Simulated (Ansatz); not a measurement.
# CdSe (Cadmoselite) under changes of volume

One of the cells (28.102 Å³/atom); the others are scaled copies at fixed shape and fractional positions:

```
Cd Se
1.0
     4.30000    0.00000    0.00000
    -2.15000    3.72391    0.00000
     0.00000    0.00000    7.02000
Cd Se
2 2
Direct
  0.66667 0.33333 0.50000
  0.33333 0.66667 0.00000
  0.66667 0.33333 0.88500
  0.33333 0.66667 0.38500
```

* Program: Ansatz 0.2.0
* Functional: PBEsol
* Potentials or basis: all-electron LAPW, scalar-relativistic
* Cutoff: 257 eV (chosen from the basis error)
* Basis error allowed: 0.002 eV/atom
* k mesh: 7 × 7 × 4
* Occupations: fermi-dirac, width 0.05 eV
* Spin: no spin polarisation

```tsv
volume (Å³/atom)	energy over the lowest point (meV/atom)	pressure (GPa)	gap on the mesh (eV)	largest force (eV/Å)
26.416	?	?	?	?
26.978	9.16	2.5	0.66	0.308
27.540	2.52	1.3	0.62	0.286
28.102	0.00	0.2	0.58	0.265
28.665	1.14	-0.8	0.54	0.246
29.227	5.62	-1.7	0.50	0.228
29.789	13.03	-2.5	0.46	0.211
```

**Question.** What does the run at 26.416 Å³/atom give?

**Answer.** Energy over the lowest point 20.43 meV/atom; pressure 3.9 GPa; gap on the mesh 0.70 eV; largest force 0.332 eV/Å.

Worked out: A Birch-Murnaghan fit of order 3 (a polynomial in V^(-2/3)) to the other rows has its minimum at 28.20 Å³/atom with B0 = V·E''(V) = 52 GPa and B' = 4.5 at fixed shape and positions, which overstates the stiffness. It gives 20.39 meV/atom at 26.416 Å³/atom, against the run's 20.43, and -dE/dV = 3.9 GPa, against 3.9. A straight line through the other rows of the gap, of slope -2.02 eV per unit of ln V (its deformation potential), extrapolates to 0.70 eV, against the run's 0.70.

Energies are extrapolated to zero smearing.

Spin-orbit coupling on Cd, Se is left out.
